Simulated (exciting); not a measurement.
# InPd (Pm-3m) in exciting: reference runs

How does InPd come out in PBEsol? The cell is run as given and disturbed.

All numbers are computed with exciting (release sodium); they aren't measurements. Logs are shortened: lines on timing, memory, paths and dates and some standing lists are left out, and cuts for length are marked.

### 1 The crystal as given

Symmetry: Pm-3m, No. 221, cubic system. Conventional cell: a = 3.272 Å, b = 3.272 Å, c = 3.272 Å, α = 90.00°, β = 90.00°, γ = 90.00°. Around In (site symmetry m-3m) lie 8 Pd at 2.83 Å. Around Pd (site symmetry m-3m) lie 8 In at 2.83 Å.

The cell comes from a database or a generator and needn't be the stable form of this composition.

### 2 Single point, PBEsol

File input.xml:

```xml
<input>
  <title>InPd</title>
  <structure speciespath="./" tshift="false">
    <crystal scale="1">
      <basevect>6.182966145531 0.000000000000 0.000000000000</basevect>
      <basevect>0.000000000000 6.182966145531 0.000000000000</basevect>
      <basevect>0.000000000000 0.000000000000 6.182966145531</basevect>
    </crystal>
    <species speciesfile="In.xml" rmt="2.3">
      <atom coord="0.000000000000 0.000000000000 0.000000000000"/>
    </species>
    <species speciesfile="Pd.xml" rmt="2.3">
      <atom coord="0.500000000000 0.500000000000 0.500000000000"/>
    </species>
  </structure>
  <groundstate do="fromscratch" ngridk="8 8 8" rgkmax="9" gmaxvr="14" lmaxapw="10" lmaxmat="10" lmaxvr="8" xctype="GGA_PBE_SOL" stype="Fermi Dirac" swidth="0.00183747" nempty="14" ValenceRelativity="iora*" epsengy="1e-05" epspot="1e-05" maxscl="60" tforce="true" outputlevel="normal"/>
</input>
```

Potentials or basis: all-electron LAPW+lo, shipped species files, valence relativity iora*.

The run is started by

```bash
> OMP_NUM_THREADS=1 exciting_smp
```

INFO.OUT:

```text
================================================================================
EXCITING SODIUM started
All units are atomic (Hartree, Bohr, etc.)
================================================================================

********************************************************************************
* Ground-state run starting from atomic densities                              *
********************************************************************************

++++++++++++++++++++++++++++++++++++++++++++++++++++++++++++++++++++++++++++++++
+ Starting initialization                                                      +
++++++++++++++++++++++++++++++++++++++++++++++++++++++++++++++++++++++++++++++++

 Lattice vectors (cartesian) :
      6.1829661455      0.0000000000      0.0000000000
      0.0000000000      6.1829661455      0.0000000000
      0.0000000000      0.0000000000      6.1829661455

 Reciprocal lattice vectors (cartesian) :
      1.0162089132      0.0000000000      0.0000000000
      0.0000000000      1.0162089132      0.0000000000
      0.0000000000      0.0000000000      1.0162089132

 Unit cell volume                           :     236.3690477911
 Brillouin zone volume                      :       1.0494191848

 Species :    1 (In)
     parameters loaded from                 :    In.xml
     name                                   :    indium
     nuclear charge                         :     -49.00000000
     electronic charge                      :      49.00000000
     atomic mass                            :  209300.41010000
     muffin-tin radius                      :       2.30000000
     # of radial points in muffin-tin       :     400

     atomic positions (lattice) :
       1 :   0.00000000  0.00000000  0.00000000

 Species :    2 (Pd)
     parameters loaded from                 :    Pd.xml
     name                                   :    palladium
     nuclear charge                         :     -46.00000000
     electronic charge                      :      46.00000000
     atomic mass                            :  193991.79260000
     muffin-tin radius                      :       2.30000000
[... 68 lines left out ...]
 Total energy                               :    -10900.69704788
 _______________________________________________________________
 Fermi energy                               :         0.40075263
 Kinetic energy                             :     11459.48129662
 Coulomb energy                             :    -22061.78769865
 Exchange energy                            :      -292.61771376
 Correlation energy                         :        -5.77293209
[... 444 lines left out ...]
 RMS change in effective potential (target) :  0.328143E-08  ( 0.100000E-04)
 Absolute change in total energy   (target) :  0.102149E-06  ( 0.100000E-04)
 Charge distance                   (target) :  0.395292E-09  ( 0.100000E-04)
 Abs. change in max-nonIBS-force   (target) :   0.00000      ( 0.500000E-04)

++++++++++++++++++++++++++++++++++++++++++++++++++++++++++++++++++++++++++++++++
| Convergency criteria checked for the last 2 iterations                       +
| Convergence targets achieved. Performing final SCF iteration                 +
++++++++++++++++++++++++++++++++++++++++++++++++++++++++++++++++++++++++++++++++
 Total energy                               :    -10925.25155705
 _______________________________________________________________
 Fermi energy                               :         0.34489410
 Kinetic energy                             :     11444.82059517
 Coulomb energy                             :    -22070.94072861
 Exchange energy                            :      -293.35394396
 Correlation energy                         :        -5.77747966

 DOS at Fermi energy (states/Ha/cell)       :        37.21313233

 Electron charges :
     core                                   :        58.00000000
     core leakage                           :         0.00069991
     valence                                :        37.00000000
     interstitial                           :         3.99922001
     charge in muffin-tin spheres :
                  atom     1    In          :        46.67768558
                  atom     2    Pd          :        44.32309441
     total charge in muffin-tins            :        91.00077999
     total charge                           :        95.00000000

++++++++++++++++++++++++++++++++++++++++++++++++++++++++++++++++++++++++++++++++
+ Self-consistent loop stopped                                                 +
++++++++++++++++++++++++++++++++++++++++++++++++++++++++++++++++++++++++++++++++
 STATE.OUT is written

--------------------------------------------------------------------------------
- Writing atomic positions and forces                                          -
--------------------------------------------------------------------------------

 Atomic positions (lattice) :
 atom     1  In  :     0.00000000    0.00000000    0.00000000
 atom     2  Pd  :     0.50000000    0.50000000    0.50000000

 Total atomic forces including IBS (cartesian) :
 atom     1  In  :    -0.00000000   -0.00000000    0.00000000
 atom     2  Pd  :     0.00000000    0.00000000    0.00000000

 Atomic force components including IBS (cartesian) :
 atom     1  In  :    -0.00000000    0.00000000    0.00000000   HF force
                 :     0.00000000    0.00000000   -0.00000000   core correction
                 :     0.00000000    0.00000000    0.00000000   IBS correction
 atom     2  Pd  :     0.00000000   -0.00000000   -0.00000000   HF force
                 :    -0.00000000    0.00000000    0.00000000   core correction
                 :    -0.00000000    0.00000000    0.00000000   IBS correction

********************************************************************************
* Groundstate module stopped                                                   *
********************************************************************************

--------------------------------------------------------------------------------
- CAUTION! Warnings have been written in file WARNING.OUT !                    -
--------------------------------------------------------------------------------
================================================================================
| EXCITING SODIUM stopped                                                      =
================================================================================
```

Run time: 2.1 min. Hardware: 1 thread of Intel Xeon at 2.50GHz (Skylake/Cascade Lake), shared host; peak memory 0.14 GiB.

Results:

```yaml
Free_energy: -297291.2501 eV
Band_gap_on_the_k_mesh: none (metal or under the smearing width)
All_electrons_inside_the_program's_atomic_spheres: In 46.68; Pd 44.32 (radii In 2.3, Pd 2.3 bohr)
```

Caveat: the log's total energy holds no entropy term; the free energy is that total less TS from the occupations.

### 3 Single point, PBEsol (atoms moved at random, drawn with an rms of 0.05 Å)

input.xml, as its differences from that of step 2:

```diff
@@ -9,6 +9,6 @@
     <species speciesfile="In.xml" rmt="2.3">
-      <atom coord="0.000000000000 0.000000000000 0.000000000000"/>
+      <atom coord="-0.006769000000 0.000321000000 0.008376000000"/>
     </species>
     <species speciesfile="Pd.xml" rmt="2.3">
-      <atom coord="0.500000000000 0.500000000000 0.500000000000"/>
+      <atom coord="0.489101000000 0.506878000000 0.491849000000"/>
     </species>
```

Potentials or basis: all-electron LAPW+lo, shipped species files, valence relativity iora*.

The run is started by

```bash
> OMP_NUM_THREADS=1 exciting_smp
```

INFO.OUT:

```text
================================================================================
EXCITING SODIUM started
[... 10 lines left out ...]

 Lattice vectors (cartesian) :
      6.1829661455      0.0000000000      0.0000000000
      0.0000000000      6.1829661455      0.0000000000
      0.0000000000      0.0000000000      6.1829661455

 Reciprocal lattice vectors (cartesian) :
      1.0162089132      0.0000000000      0.0000000000
      0.0000000000      1.0162089132      0.0000000000
      0.0000000000      0.0000000000      1.0162089132

 Unit cell volume                           :     236.3690477911
 Brillouin zone volume                      :       1.0494191848

 Species :    1 (In)
     parameters loaded from                 :    In.xml
     name                                   :    indium
     nuclear charge                         :     -49.00000000
     electronic charge                      :      49.00000000
     atomic mass                            :  209300.41010000
     muffin-tin radius                      :       2.30000000
     # of radial points in muffin-tin       :     400

     atomic positions (lattice) :
       1 :   0.99323100  0.00032100  0.00837600

 Species :    2 (Pd)
     parameters loaded from                 :    Pd.xml
     name                                   :    palladium
     nuclear charge                         :     -46.00000000
     electronic charge                      :      46.00000000
     atomic mass                            :  193991.79260000
     muffin-tin radius                      :       2.30000000
     # of radial points in muffin-tin       :     350

     atomic positions (lattice) :
       1 :   0.48910100  0.50687800  0.49184900

 Total number of atoms per unit cell        :       2

 Spin treatment                             :    spin-unpolarised

 Number of Bravais lattice symmetries       :      48
 Number of crystal symmetries               :       1

 k-point grid                               :       8    8    8
 Total number of k-points                   :     512
 k-point set is reduced with crystal symmetries

 R^MT_min * |G+k|_max (rgkmax)              :       9.00000000
 Species with R^MT_min                      :       1 (In)
 Maximum |G+k| for APW functions            :       3.91304348
 Maximum |G| for potential and density      :      14.00000000

 G-vector grid sizes                        :      30    30    30
 Total number of G-vectors                  :   11019

 Maximum angular momentum used for
     APW functions                          :      10
     computing H and O matrix elements      :      10
     potential and density                  :       8
     inner part of muffin-tin               :       2

 Total nuclear charge                       :     -95.00000000
 Total electronic charge                    :      95.00000000
 Total core charge                          :      58.00000000
 Total valence charge                       :      37.00000000

 Number of empty states                     :      14
 Total number of valence states             :      33

 Maximum Hamiltonian size                   :     310
 Maximum number of plane-waves              :     280
 Total number of local-orbitals             :      30

 Exchange-correlation type                  :      22
     PBEsol, Phys. Rev. Lett. 100, 136406 (2008)
     Generalised gradient approximation (GGA)

 Smearing scheme                            :    Fermi-Dirac
 Smearing width                             :       0.00183747

 Using multisecant Broyden potential mixing
[... 6 lines left out ...]
* Groundstate module started                                                   *
********************************************************************************
 Output level for this task is set to normal

++++++++++++++++++++++++++++++++++++++++++++++++++++++++++++++++++++++++++++++++
[... 5 lines left out ...]
+ SCF iteration number :    1                                                  +
++++++++++++++++++++++++++++++++++++++++++++++++++++++++++++++++++++++++++++++++
 Total energy                               :    -10900.71857048
 _______________________________________________________________
 Fermi energy                               :         0.40067668
 Kinetic energy                             :     11459.47505470
 Coulomb energy                             :    -22061.80164139
 Exchange energy                            :      -292.61899545
 Correlation energy                         :        -5.77298833

 DOS at Fermi energy (states/Ha/cell)       :        46.29806340

 Electron charges :
     core                                   :        58.00000000
     core leakage                           :         0.00071867
     valence                                :        37.00000000
     interstitial                           :         4.53966453
     charge in muffin-tin spheres :
                  atom     1    In          :        46.86299841
                  atom     2    Pd          :        43.59733706
     total charge in muffin-tins            :        90.46033547
     total charge                           :        95.00000000
[... 420 lines left out ...]
 Electron charges :
     core                                   :        58.00000000
     core leakage                           :         0.00070001
     valence                                :        37.00000000
     interstitial                           :         3.99705325
     charge in muffin-tin spheres :
                  atom     1    In          :        46.67882058
                  atom     2    Pd          :        44.32412617
     total charge in muffin-tins            :        91.00294675
     total charge                           :        95.00000000

 RMS change in effective potential (target) :  0.970269E-08  ( 0.100000E-04)
 Absolute change in total energy   (target) :  0.333668E-05  ( 0.100000E-04)
 Charge distance                   (target) :  0.376012E-08  ( 0.100000E-04)
 Abs. change in max-nonIBS-force   (target) :  0.733372E-07  ( 0.500000E-04)

++++++++++++++++++++++++++++++++++++++++++++++++++++++++++++++++++++++++++++++++
| Convergency criteria checked for the last 2 iterations                       +
| Convergence targets achieved. Performing final SCF iteration                 +
++++++++++++++++++++++++++++++++++++++++++++++++++++++++++++++++++++++++++++++++
 Total energy                               :    -10925.25131600
 _______________________________________________________________
 Fermi energy                               :         0.34492557
 Kinetic energy                             :     11444.82545542
 Coulomb energy                             :    -22070.94466558
 Exchange energy                            :      -293.35457444
 Correlation energy                         :        -5.77753140

 DOS at Fermi energy (states/Ha/cell)       :        37.19703836

 Electron charges :
     core                                   :        58.00000000
     core leakage                           :         0.00070001
     valence                                :        37.00000000
     interstitial                           :         3.99705327
     charge in muffin-tin spheres :
                  atom     1    In          :        46.67882060
                  atom     2    Pd          :        44.32412613
     total charge in muffin-tins            :        91.00294673
     total charge                           :        95.00000000

++++++++++++++++++++++++++++++++++++++++++++++++++++++++++++++++++++++++++++++++
+ Self-consistent loop stopped                                                 +
++++++++++++++++++++++++++++++++++++++++++++++++++++++++++++++++++++++++++++++++
 STATE.OUT is written

--------------------------------------------------------------------------------
- Writing atomic positions and forces                                          -
--------------------------------------------------------------------------------

 Atomic positions (lattice) :
 atom     1  In  :     0.99323100    0.00032100    0.00837600
 atom     2  Pd  :     0.48910100    0.50687800    0.49184900

 Total atomic forces including IBS (cartesian) :
 atom     1  In  :    -0.00102377    0.00161927   -0.00402087
 atom     2  Pd  :     0.00102377   -0.00161927    0.00402087

 Atomic force components including IBS (cartesian) :
 atom     1  In  :     0.00845787   -0.01347792    0.03412864   HF force
                 :    -0.01040444    0.01655625   -0.04179716   core correction
                 :     0.00092281   -0.00145905    0.00364765   IBS correction
 atom     2  Pd  :    -0.00845787    0.01347792   -0.03412864   HF force
                 :     0.01040444   -0.01655625    0.04179716   core correction
                 :    -0.00092281    0.00145905   -0.00364765   IBS correction

********************************************************************************
* Groundstate module stopped                                                   *
********************************************************************************

================================================================================
| EXCITING SODIUM stopped                                                      =
================================================================================
```

Wall time 19 min (1 thread of Intel Xeon at 2.50GHz (Skylake/Cascade Lake), shared host); peak memory 0.16 GiB.

Results:

```yaml
Free_energy: -297291.2436 eV
Largest_force: 0.229 eV/Å
Band_gap_on_the_k_mesh: none (metal or under the smearing width)
All_electrons_inside_the_program's_atomic_spheres: In 46.68; Pd 44.32 (radii In 2.3, Pd 2.3 bohr)
```

Forces in eV/Å, atoms in the order of the input:
```
In  -0.053  0.083 -0.207
Pd   0.053 -0.083  0.207
```

Caveat: the log's total energy holds no entropy term; the free energy is that total less TS from the occupations.
